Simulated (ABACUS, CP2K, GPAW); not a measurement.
# The bulk modulus of Pd, sorted by core time

It takes space group Fm-3m (No. 225, cubic). The conventional cell has a = 3.893 Å, b = 3.893 Å, c = 3.893 Å, α = 90.00°, β = 90.00°, γ = 90.00°. Pd (site symmetry m-3m) has 12 Pd at 2.75 Å as nearest neighbours.

| rung | level | program and potentials | cutoff (eV) | k mesh | smearing | core time | chip | bulk modulus (GPa) | notes |
| --- | --- | --- | --- | --- | --- | --- | --- | --- | --- |
| GGA | PBE | GPAW, GPAW PAW data sets (gpaw-data 1.2.1), other valence | 600 | 9 × 9 × 9 | fermi-dirac 0.05 | 25 s | Arm Neoverse V2 | 171.0 | - |
| LDA | LDA | GPAW, the program's PAW data sets (release 1.2.1) made for this functional | 600 | 9 × 9 × 9 | fermi-dirac 0.05 | 28 s | Arm Neoverse V2 | 228.5 | - |
| GGA + dispersion | RPBE+D3(zero damping) | GPAW, the program's PAW data sets (release 1.2.1) made for this functional | 600 | 9 × 9 × 9 | fermi-dirac 0.05 | 29 s | Arm Neoverse V2 | 160.4 | - |
| GGA + dispersion | revPBE+D3(zero damping) | GPAW, the program's PAW data sets (release 1.2.1) made for this functional | 600 | 9 × 9 × 9 | fermi-dirac 0.05 | 31 s | Arm Neoverse V2 | 189.8 | - |
| GGA | PBEsol | GPAW, PAW data sets generated for this functional | 600 | 9 × 9 × 9 | fermi-dirac 0.05 | 35 s | Arm Neoverse V2 | 205.8 | - |
| GGA + dispersion | PBE+D3(zero damping) | GPAW, GPAW PAW data sets (gpaw-data 1.2.1) | 600 | 9 × 9 × 9 | fermi-dirac 0.05 | 38 s | Arm Neoverse V1 | 196.9 | - |
| GGA | AM05 | GPAW, PAW data sets generated for this functional | 600 | 9 × 9 × 9 | fermi-dirac 0.05 | 39 s | Arm Neoverse V1 | 205.3 | - |
| GGA + dispersion | BLYP+D3(BJ) | GPAW, PAW data sets generated for this functional | 600 | 9 × 9 × 9 | fermi-dirac 0.05 | 42 s | Arm Neoverse V1 | 188.9 | - |
| GGA + dispersion | OLYP+D4 | GPAW, PAW data sets generated for this functional | 600 | 9 × 9 × 9 | fermi-dirac 0.05 | 43 s | Arm Neoverse V1 | 199.7 | - |
| GGA | SOGGA | GPAW, PAW data sets generated for this functional | 600 | 9 × 9 × 9 | fermi-dirac 0.05 | 43 s | Arm Neoverse V1 | 207.1 | - |
| GGA | AM05 | ABACUS, GBRV ultrasoft 1.5 PBEsol, plane waves | 544 | 10 × 10 × 10 | fermi-dirac 0.05 | 44 s | Intel Xeon Platinum 8488C Sapphire Rapids | (a) | potentials made for PBEsol; fit through 4 volumes |
| GGA | PBE | GPAW, GPAW PAW data sets (gpaw-data 1.2.1) | 600 | 12 × 12 × 12 | fermi-dirac 0.05 | 67 s | Arm Neoverse V1 | (b) | - |
| GGA + dispersion | RPBE+D4 | GPAW, the program's PAW data sets (release 1.2.1) made for this functional | 600 | 9 × 9 × 9 | fermi-dirac 0.05 | 86 s | AMD EPYC 7571 | (c) | - |
| GGA | PBE | CP2K, POTENTIAL_UZH Pd GTH-PBE-q18; TZVP-MOLOPT-PBE-GTH basis | - | 12 × 12 × 12 | fermi-dirac 0.05 | 11 min | Arm Neoverse V1 | 166.5 | atomic basis |

Times are single runs on shared hosts and different chips, so they are rough; meshes, cutoffs and the tasks' sizes weigh on the time. Task: equation of state. All rows: no spin polarisation. Smearing widths are in eV. The cell comes from a database and isn't always the measured one. For a metal such meshes aren't converged. Meshes differ between rows, which moves values too. Meshes are those of the run's cell of 1 atom unless a note names another. Runs on faulty files, with rough fits or with known faults for this quantity aren't shown. No row holds spin-orbit coupling.

Estimate the values left out from the other rows.

(a) 204.6 GPa; (b) 167.7 GPa; (c) 183.3 GPa.
